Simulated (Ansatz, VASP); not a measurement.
## One calculation of Be4H, two programs

```
CELL_PARAMETERS angstrom
2.22125 0.00000 0.00000
-1.11063 1.92366 0.00000
0.00000 0.00000 8.47005
ATOMIC_POSITIONS crystal
Be 0.33333 0.66667 0.82828
Be 0.33333 0.66667 0.39199
Be 0.66667 0.33333 0.17172
Be 0.66667 0.33333 0.60801
H 0.00000 0.00000 0.00000
```

Change from the starting cell: species swapped into the Co4H type (P-3m1, No. 164).

Alike in both runs: functional PBE; k mesh 18 × 18 × 6; occupations gaussian, width 0.1 eV; no spin polarisation.

Ansatz relaxed the structure, and its values are those at the end. VASP's run is a single point on that final structure, the one shown.

|  | VASP | Ansatz |
| --- | --- | --- |
| version | VASP 6.6.1 | Ansatz 0.2.0 |
| potentials or method | VASP PAW PBE potentials, release 64 (Be, H) | scalar-relativistic, plane waves, PAW |
| plane-wave cutoff (eV) | 520 | 420 |
| valence electrons in the cell | 9 | 9 |

VASP gave:

| Property | Result |
| --- | --- |
| gap on the k mesh at the Fermi level (eV) | none |
| pressure (GPa) | 0.1 |

Q: Which values does Ansatz return?

A: gap on the k mesh at the Fermi level (eV): none; pressure (GPa): 0.0.

A gap of «none» marks a metal or a gap that the smearing closes.
